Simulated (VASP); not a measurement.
Input of a VASP 6.6.1 run:

File INCAR:

```
SYSTEM = CdSe
PREC     = Accurate       ! precision mode
ENCUT    = 600            ! plane-wave cutoff, eV
EDIFF    = 1E-6           ! SCF threshold, eV
ISMEAR   = 0              ! smearing method
SIGMA    = 0.03           ! smearing width, eV
LREAL    = .False.        ! projectors in reciprocal space
LASPH    = .True.         ! aspherical terms in the spheres
NELM     = 80             ! most SCF steps
ALGO     = Normal         ! electronic algorithm
ISIF     = 3              ! what is computed and relaxed
LWAVE    = .False.        ! write WAVECAR
LCHARG   = .False.        ! write CHGCAR
GGA      = PS             ! functional
IBRION   = 2              ! ionic algorithm
NSW      = 90             ! ionic steps
EDIFFG   = -0.01          ! ionic threshold
```

Contents of KPOINTS:

```
regular mesh
0
Gamma
  8 8 8
  0 0 0
```

The input POSCAR:

```
CdSe
1.0
    0.0000000000      3.0702712000      3.0702712000
    3.0702712000      0.0000000000      3.0702712000
    3.0702712000      3.0702712000      0.0000000000
Cd Se
1 1
Direct
    0.0000000000      0.0000000000      0.0000000000
    0.2500000000      0.2500000000      0.2500000000
```

Potentials or basis: VASP PAW PBE potentials, release 64 (Cd, Se).

The run is started by

```console
$ cat potpaw_PBE.64/Cd/POTCAR potpaw_PBE.64/Se/POTCAR > POTCAR
$ mpirun -np 1 vasp_std > vasp.out
```

(1) Estimate the relaxed cell.

(2) What does it give for the space group after relaxing (to 0.05 Å)?

(3) Estimate the relaxed volume.

Results:

(1) a = 4.308 Å, b = 4.308 Å, c = 4.308 Å, α = 60.00°, β = 60.00°, γ = 60.00°.

(2) F-43m (No. 216).

(3) 28.27 Å³/atom.

Caveat: the PAW data sets were made with another functional, which shifts forces and pressure a little.
